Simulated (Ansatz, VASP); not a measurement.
One calculation of TiC, two programs

File INCAR:

```
  ALGO = Normal
  EDIFF = 1E-6
  ENCUT = 520
  ISIF = 2
  ISMEAR = -1
  LASPH = T
  LCHARG = T
  LELF = T
  LREAL = F
  LVHAR = T
  LWAVE = F
  NBANDS = 15
  NELM = 60
  PREC = Accurate
  SIGMA = 0.08
```

Contents of KPOINTS:

```
k-points
0
Gamma
  17 17 17
```

File POSCAR:

```
TiC
1.0
    0.0000000000      2.0869586686      2.0869586686
    2.0869586686      0.0000000000      2.0869586686
    2.0869586686      2.0869586686      0.0000000000
Ti C
1 1
Direct
    0.0000000000      0.0000000000      0.0000000000
    0.5000000000      0.5000000000      0.5000000000
```

Input for Ansatz:

```yaml
crystal:
  lattice:
    - [0.0, 2.0869586686, 2.0869586686]
    - [2.0869586686, 0.0, 2.0869586686]
    - [2.0869586686, 2.0869586686, 0.0]
  atoms:
    - { symbol: Ti, position: [0.0, 0.0, 0.0] }
    - { symbol: C, position: [0.5, 0.5, 0.5] }
kpoints:
  mp_grid: { grid: [17, 17, 17] }
scf:
  occupations: { method: fermi_dirac, width: 0.08 }
hamiltonian:
  xc: lda
  pseudopotentials: { kind: paw }
output:
  forces: true
  stress: true
  eigenvalues: true
  populations: true
```

Change from the starting cell: volume scaled by 0.94, PAW files.

Alike in both runs: task single point; functional LDA; k mesh 17 × 17 × 17; occupations fermi-dirac, width 0.08 eV; no spin polarisation.

|  | VASP | Ansatz |
| --- | --- | --- |
| version | VASP 6.6.1 | Ansatz 0.2.0 |
| potentials or method | VASP PAW LDA potentials, release 64 (Ti_sv, C) | PAW with Ansatz's default frozen-core files, scalar-relativistic |
| plane-wave cutoff (eV) | 520 | 420 |
| valence electrons in the cell | 16 | 16 |

Ansatz gave:

```
pressure (GPa) : 19.7
```

Question: Estimate VASP's values.

Answer: Pressure (GPa): 20.5.

Caveats: so large a pressure means that the cell lies far from this level's equilibrium, or that cutoff or potentials fall short (VASP).
